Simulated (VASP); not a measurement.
Runs of VASP 6.6.1 on HfO2. The structure is orthorhombic, space group Pca2_1 (No. 29). Conventional cell: a = 5.266 Å, b = 5.047 Å, c = 5.077 Å, α = 90.00°, β = 90.00°, γ = 90.00°. Around Hf (site symmetry 1) lie 7 O at 2.04 to 2.26 Å. Around O (site symmetry 1) lie 3 Hf at 2.04 to 2.14 Å. Around O (site symmetry 1) lie 4 Hf at 2.12 to 2.26 Å. Measurements of this composition are mostly on another form, of space group No. 14.

```tsv
task	level	potentials or basis	cell	k mesh	cutoff (eV)	gap on the mesh (eV)	pressure (GPa)	largest force (eV/Å)
band structure	PBE	VASP PAW PBE potentials, release 64 (Hf_pv, O)	Pca2_1, 11.24 Å³/atom	8 × 8 × 8	600	4.36	-0.1	-
band structure	LDA	VASP PAW LDA potentials, release 64 (Hf_pv, O)	Pca2_1, 11.24 Å³/atom	8 × 8 × 8	450	(a)	-	0.12
band structure	PBE	VASP PAW PBE potentials, release 64 (Hf_pv, O)	Pca2_1, 11.24 Å³/atom	8 × 8 × 8	450	4.36	-	-
relaxation of cell and atoms	PBE	VASP PAW PBE potentials, release 64 (Hf_pv, O)	relaxed	6 × 6 × 6	600	4.37	0.0	-
band structure	r2SCAN	VASP PAW PBE potentials, release 64 (Hf_pv, O)	Pca2_1, 11.24 Å³/atom	8 × 8 × 8	450	(b)	-	0.07
dielectric tensor	PBE	VASP PAW PBE potentials, release 64 (Hf_pv, O)	Pca2_1, 11.24 Å³/atom	7 × 7 × 7	450	4.38	-	-
```

Alike in all rows: no spin polarisation; smearing gaussian 0.02 eV.

Question: Estimate the missing entries.

Answer: (a) 4.17; (b) 4.87.

Caveats: spin-orbit coupling is left out, which moves the levels of the heavy elements; the cutoff is under 1.25 times the usual one of these potentials, so pressure, stress and relaxed cells hold a basis-set (Pulay) error (some runs); the PAW data sets were made with another functional, which shifts forces and pressure a little (some runs); an odd mesh through Γ misses points on the zone boundary, where band edges often lie (some runs).

A k mesh can miss the band edges, and the runs leave out spin-orbit coupling on Hf.
